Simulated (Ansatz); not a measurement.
The system is Ni.

```xyz
2
Lattice="2.4480 0.0000 0.0000 -1.2240 2.1201 0.0000 0.0000 0.0000 4.0728" Properties=species:S:1:pos:R:3 pbc="T T T"
Ni    1.2240    0.7067    3.0546
Ni    0.0000    1.4134    1.0182
```

This isn't the form of Ni at room conditions, which is fcc.

```yaml
Program: Ansatz 0.2.0
Task: single point
Functional: PBE
Potentials_or_basis: Ansatz PAW
Cutoff: "420 eV (not typed: the program's choice for these potentials)"
k_mesh: 12 × 12 × 7
Occupations: fermi-dirac, width 0.05 eV
Spin: collinear spin, ferromagnetic start
Starting_moments: "[1.0, 1.0] μB"
```

On this cell: pressure 7.3 GPa; largest force under 0.003 eV/Å; net moment 1.30 μB per cell; site moments Ni +0.69 μB; band gap on the k mesh none (metal or under the smearing width).

The same run follows on a disturbed copy (atoms moved at random, drawn with an rms of 0.05 Å):

```
CELL_PARAMETERS angstrom
2.44802 0.00000 0.00000
-1.22401 2.12005 0.00000
0.00000 0.00000 4.07281
ATOMIC_POSITIONS crystal
Ni 0.67277 0.33548 0.75541
Ni 0.34218 0.65836 0.24447
```

Q: What does the disturbed cell give?

A: The energy (extrapolated to zero smearing) moves by +5.2 meV/atom; pressure 7.6 GPa; largest force 0.441 eV/Å; net moment 1.30 μB per cell; site moments Ni +0.69 μB; band gap on the k mesh none (metal or under the smearing width).

Forces on the atoms (eV/Å):
```
Ni   0.040 -0.042 -0.438
Ni  -0.040  0.042  0.438
```

Stress tensor (GPa, compression positive):
```
 9.19 -0.32 -0.11
-0.32  8.48  0.11
-0.11  0.11  5.14
```
